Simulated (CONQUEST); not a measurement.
Crystal: BaTiO3.

```xyz
5
Lattice="3.9998 0.0000 0.0000 0.0000 3.9998 0.0000 0.0000 0.0000 4.0180" Properties=species:S:1:pos:R:3 pbc="T T T"
Ba    0.0000    0.0000    0.0000
Ti    1.9999    1.9999    2.0492
O     1.9999    0.0000    1.9407
O     0.0000    1.9999    1.9407
O     1.9999    1.9999    3.9417
```

* Program: CONQUEST 1.3
* Task: single point
* Functional: PBE
* Potentials or basis: PseudoDojo NC PBE, DZ, grid cutoff 150 Ha
* k mesh: 7 × 7 × 7
* Occupations: fermi-dirac, width 0.05 eV
* Spin: no spin polarisation

On this cell: pressure 4.0 GPa; largest force 0.173 eV/Å; band gap on the k mesh 1.79 eV, indirect (least direct gap 2.02 eV).

The same run follows on a disturbed copy (atoms moved at random, drawn with an rms of 0.05 Å):

```
Ba Ti O
1.0
     3.99980    0.00000    0.00000
     0.00000    3.99980    0.00000
     0.00000    0.00000    4.01800
Ba Ti O
1 1 3
Direct
  0.01538 0.99009 0.00387
  0.50035 0.49689 0.50662
  0.50045 0.99631 0.48745
  0.00046 0.51343 0.47837
  0.49304 0.50648 0.97537
```

What does the disturbed cell give?

The energy moves by +12.9 meV/atom; pressure 4.8 GPa; largest force 0.915 eV/Å; band gap on the k mesh 1.81 eV, indirect (least direct gap 2.02 eV).

Forces on the atoms (eV/Å):
```
Ba  -0.656  0.488 -0.412
Ti   0.256 -0.034  0.080
O    0.123  0.453 -0.016
O   -0.050 -0.529  0.258
O    0.343 -0.390  0.069
```

Stress tensor (GPa, compression positive):
```
 3.70 -0.33  0.27
-0.33  4.59 -0.69
 0.27 -0.69  6.06
```

Caveats: the atomic basis is small; spin-orbit coupling is left out, which moves the levels of the heavy elements; an odd mesh through Γ misses points on the zone boundary, where band edges often lie; the basis of atomic orbitals isn't converged, which shifts pressures, moduli and gaps.
